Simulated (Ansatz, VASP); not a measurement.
## One calculation of SnSe, two programs

INCAR

```
SYSTEM = SnSe
PREC = Accurate
ENCUT = 520
EDIFF = 1E-6
ISMEAR = -1
SIGMA = 0.05
LREAL = .FALSE.
LASPH = .TRUE.
NELM = 80
ALGO = Normal
ISIF = 2
LWAVE = .FALSE.
LCHARG = .TRUE.
GGA = PE
LELF = .TRUE.
LVHAR = .TRUE.
NBANDS = 17
```

File KPOINTS:

```
Automatic mesh
0
G
  7 7 7
  0 0 0
```

File POSCAR:

```
SnSe
1.0
    0.0000000000      3.4354614328      3.4354614328
    3.4354614328      0.0000000000      3.4354614328
    3.4354614328      3.4354614328      0.0000000000
Sn Se
1 1
Direct
    0.0000000000      0.0000000000      0.0000000000
    0.7500000000      0.7500000000      0.7500000000
```

The input input.yaml:

```yaml
crystal:
  lattice:
    - [0.0, 3.4354614328, 3.4354614328]
    - [3.4354614328, 0.0, 3.4354614328]
    - [3.4354614328, 3.4354614328, 0.0]
  atoms:
    - { symbol: Sn, position: [0.0, 0.0, 0.0] }
    - { symbol: Se, position: [0.75, 0.75, 0.75] }
hamiltonian:
  xc: pbe
  pseudopotentials: { kind: paw }
kpoints:
  mp_grid: { grid: [7, 7, 7] }
scf:
  occupations: { method: fermi_dirac, width: 0.05 }
output:
  forces: true
  stress: true
  eigenvalues: true
```

The cell was built by a generator and needn't be a form met in nature.

Alike in both runs: task single point; functional PBE; k mesh 7 × 7 × 7; occupations fermi-dirac, width 0.05 eV; no spin polarisation.

```csv
,VASP,Ansatz
version,VASP 6.6.1,Ansatz 0.2.0
potentials or method,"VASP PAW PBE potentials, release 64 (Sn_d, Se)",Ansatz PAW
plane-wave cutoff (eV),520,420
valence electrons in the cell,20,30
```

|  | VASP | Ansatz | Ansatz less VASP |
| --- | --- | --- | --- |
| gap on the k mesh at the Fermi level (eV) | 0.40 | 0.40 | +0.001 |
| least direct gap on the mesh (eV) | 0.80 | 0.80 | +0.001 |
| pressure (GPa) | -1.1 | -1.1 | 0.00 |

With one functional, cell and mesh, what is left measures potentials, basis and numerics. The two sets of potentials don't hold the same shells in valence.

Caveats: spin-orbit coupling is left out, which moves the levels of the heavy elements; an odd mesh through Γ misses points on the zone boundary, where band edges often lie (VASP); odd divisions of the mesh miss points on the zone boundary, where band edges often lie, so the gap on the mesh can be too wide (Ansatz).
